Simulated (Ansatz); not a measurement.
**Co: single point with PBEsol**

Co:

```
Co
1.0
     2.47200    0.00000    0.00000
    -1.23600    2.14081    0.00000
     0.00000    0.00000    4.02114
Co
2
Direct
  0.66667 0.33333 0.75000
  0.33333 0.66667 0.25000
```

| Item | Value |
| --- | --- |
| Program | Ansatz 0.2.0 |
| Task | single point |
| Functional | PBEsol |
| Potentials or basis | Ansatz PAW |
| Cutoff | 420 eV (not typed: the program's choice for these potentials) |
| k mesh | 12 × 12 × 7 |
| Occupations | gaussian, width 0.02 eV |
| Spin | collinear spin, ferromagnetic start |
| Starting moments | [2.0, 2.0] μB |

```json
{"Pressure": "-5.8 GPa", "Band gap on the k mesh": "none (metal or under the smearing width)", "Net moment": "3.20 μB per cell", "Absolute moment": "3.48 μB per cell", "Site moments": "Co +1.67 μB"}
```

Stress tensor (GPa, compression positive):
```
-4.71  0.00  0.00
 0.00 -4.71  0.00
 0.00  0.00 -8.01
```

Levels at points of the mesh, in eV from the Fermi level:
Spin up:
```
            k point  band 17  band 18  band 19  band 20  band 21  band 22
 (0.00, 0.00, 0.00)    -1.89    -0.76    -0.76    -0.30     6.38    21.95
(0.00, -0.50, 0.00)    -0.53    -0.45     1.33     3.38     9.66    10.32
```
Spin down:
```tsv
k point	band 13	band 14	band 15	band 16	band 17	band 18
(0.00, 0.00, 0.00)	-0.99	-0.61	-0.61	-0.29	-0.15	-0.15
(0.00, -0.50, 0.00)	-1.13	-1.09	-0.66	1.27	1.37	1.43
```

Wall time 6.5 s on 2 threads of Intel(R) Xeon(R) Processor @ 2.70GHz (shared host), peak memory 0.39 GiB.

Caveat: the PAW data sets come from PBE, with cores solved anew for the run's functional, which leaves a small shift of forces and pressure.
